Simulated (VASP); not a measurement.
# Au: convergence, density of states

Au, Im-3m (no. 229), 1 atom in the cell. LDA; PAW potentials Au (LDA set). VASP 6.6.1.

Wanted: density of states by 0.5 eV bins within 4 %; centre of the states within 12 eV below the valence top within 0.01 eV; states at the Fermi level within 4 %.

What the run is for: density of states; Accuracy asked: tight; k mesh of the density: 13 × 13 × 13.

POSCAR:
```
Au
1.0
   -1.6572690000      1.6572690000      1.6572690000
    1.6572690000     -1.6572690000      1.6572690000
    1.6572690000      1.6572690000     -1.6572690000
Au
1
Direct
    0.0000000000      0.0000000000      0.0000000000
```

The series start from Plane-wave cutoff (eV): 260; k-point mesh: 15 × 15 × 15; Energy points (NEDOS): 2001; Occupations for the DOS: ISMEAR=-5; Electronic threshold (eV): 1e-6; Precision mode (PREC): Accurate. Each series keeps the choices made before it, and each single choice may use up half of a tolerance. Times cover all steps of a run.

## Plane-wave cutoff (eV)

| Plane-wave cutoff (eV) | Density of states by 0.5 eV bins, largest deviation against the largest value | Centre of the states within 12 eV below the valence top (eV) | States at the Fermi level (states/eV/atom) | Time (s) |
|---|---|---|---|---|
| 180 | 9.4 % | -4.028 | 0.3015 | 9.7 |
| 230 | 0.2 % | -3.973 | 0.3023 | 11 |
| 260 | 1.3 % | -3.966 | 0.3025 | 12 |
| 300 | 1.2 % | -3.967 | 0.3024 | 11 |
| 370 | 0.11 % | -3.973 | 0.3021 | 18 |
| 460 (reference) | 0 % | -3.973 | 0.3021 | 20 |

Chosen: 370, the loosest value from which every tighter one stays within half of the tolerance.

## k-point mesh

| k-point mesh | Density of states by 0.5 eV bins, largest deviation against the largest value | Centre of the states within 12 eV below the valence top (eV) | States at the Fermi level (states/eV/atom) | Time (s) |
|---|---|---|---|---|
| 6 × 6 × 6 | 18 % | -4.102 | 0.4023 | 10 |
| 8 × 8 × 8 | 17 % | -4.048 | 0.3499 | 12 |
| 10 × 10 × 10 | 11 % | -4.017 | 0.3323 | 13 |
| 13 × 13 × 13 | 5.5 % | -3.984 | 0.3048 | 15 |
| 15 × 15 × 15 | 6.1 % | -3.973 | 0.3021 | 18 |
| 18 × 18 × 18 | 4.1 % | -3.963 | 0.3009 | 23 |
| 23 × 23 × 23 | 1.9 % | -3.951 | 0.2957 | 35 |
| 27 × 27 × 27 | 1.2 % | -3.949 | 0.2954 | 54 |
| 34 × 34 × 34 (reference) | 0 % | -3.943 | 0.2953 | 97 |

Chosen: 34 × 34 × 34; the next looser run is off by more than half of the tolerance, so convergence isn't shown beyond this value.

## Energy points (NEDOS)

| Energy points (NEDOS) | Density of states by 0.5 eV bins, largest deviation against the largest value | Centre of the states within 12 eV below the valence top (eV) | States at the Fermi level (states/eV/atom) | Time (s) |
|---|---|---|---|---|
| 301 | 11 % | -3.927 | 0.2953 | 100 |
| 501 | 5.5 % | -3.935 | 0.2952 | 97 |
| 1001 | 1.2 % | -3.945 | 0.2953 | 96 |
| 2001 | 1.1 % | -3.943 | 0.2953 | 97 |
| 4001 (reference) | 0 % | -3.946 | 0.2953 | 104 |

Chosen: 1001.

## Occupations for the DOS

| Occupations for the DOS | Density of states by 0.5 eV bins, largest deviation against the largest value | Centre of the states within 12 eV below the valence top (eV) | States at the Fermi level (states/eV/atom) | Time (s) |
|---|---|---|---|---|
| ISMEAR=-5 | 0 % | -3.945 | 0.2953 | 96 |
| ISMEAR=-4 | 0 % | -3.945 | 0.2953 | 97 |
| ISMEAR=0 SIGMA=0.05 | 2.7 % | -3.936 | 0.2148 | 62 |
| ISMEAR=0 SIGMA=0.1 | 5.2 % | -3.933 | 0.2311 | 70 |
| ISMEAR=-15 SIGMA=0.025 | 0.0025 % | -3.945 | 0.2953 | 110 |
| ISMEAR=1 SIGMA=0.1 | 3.1 % | -3.935 | 0.2166 | 65 |

Chosen: ISMEAR=-5; no other choice that stays within half of the tolerance saves 30 % of the time.

## Electronic threshold (eV)

| Electronic threshold (eV) | Density of states by 0.5 eV bins, largest deviation against the largest value | Centre of the states within 12 eV below the valence top (eV) | States at the Fermi level (states/eV/atom) | Time (s) |
|---|---|---|---|---|
| 0.001 | 0.023 % | -3.945 | 0.2953 | 90 |
| 0.0001 | 0.015 % | -3.945 | 0.2953 | 92 |
| 1e-5 | 0.0025 % | -3.945 | 0.2953 | 102 |
| 1e-6 (reference) | 0 % | -3.945 | 0.2953 | 96 |

Chosen: 0.001.

## Precision mode (PREC)

| Precision mode (PREC) | Density of states by 0.5 eV bins, largest deviation against the largest value | Centre of the states within 12 eV below the valence top (eV) | States at the Fermi level (states/eV/atom) | Time (s) |
|---|---|---|---|---|
| Normal | 0.0025 % | -3.945 | 0.2953 | 66 |
| Accurate (reference) | 0 % | -3.945 | 0.2953 | 90 |

Chosen: Normal.

## All choices together

| Input | Density of states by 0.5 eV bins, largest deviation against the largest value | Centre of the states within 12 eV below the valence top (eV) | States at the Fermi level (states/eV/atom) | Time (s) |
|---|---|---|---|---|
| defaults for smearing, thresholds and mesh (naive) | 27 % | -4.224 | 1.389 | 6.1 |
| chosen settings | 1.4 % | -3.945 | 0.2953 | 66 |
| reference settings throughout | 0 % | -3.947 | 0.2953 | 120 |

The chosen settings stay within the tolerance of the reference run, but the reference itself isn't shown to be converged in: k-point mesh.

## The input

INCAR.step1:
```
SYSTEM = Au
GGA = CA
ISMEAR = 1
SIGMA = 0.1
LWAVE = .FALSE.
LCHARG = .TRUE.
NBANDS = 20
PREC = Normal
LASPH = .TRUE.
LREAL = .FALSE.
ALGO = Normal
EDIFF = 0.001
NELM = 120
GGA_COMPAT = .FALSE.
ENCUT = 370
LMAXMIX = 4
```

INCAR.step2, as INCAR.step1 but for:
```
- ISMEAR = 1
- SIGMA = 0.1
- LCHARG = .TRUE.
+ ISMEAR = -5
+ LCHARG = .FALSE.
+ NEDOS = 1001
+ LORBIT = 11
+ EMIN = -8.9189
+ EMAX = 16.0811
+ ICHARG = 11
```

KPOINTS.step1:
```
k-points
0
Gamma
  13 13 13
```

KPOINTS.step2:
```
Automatic mesh
0
Gamma
  34 34 34
  0 0 0
```

Commands (each step's output is kept before the next begins):
```
cat potpaw_LDA.64/Au/POTCAR > POTCAR
cp INCAR.step1 INCAR
cp KPOINTS.step1 KPOINTS
mpirun -np 1 vasp_std > vasp.out
cp INCAR.step2 INCAR
cp KPOINTS.step2 KPOINTS
mpirun -np 1 vasp_std > vasp.out
```

The chosen input took VASP 6.6.1 66 s on 1 core (Intel Xeon Platinum 8559C (Emerald Rapids)), a shared host.

## An input that fails: broadening that wipes out the structure

It runs to its end, but against the unchanged starting input it is off by 20 % in the density of states by 0.5 eV bins, 0.062 eV in the centre of the states within 12 eV below the valence top, 2.8 % in the states at the Fermi level.

Changes against the starting input:
```
(step 2)
- ISMEAR = -5
- NELM = 120
+ ISMEAR = 0
+ NELM = 54
+ SIGMA = 0.5
```
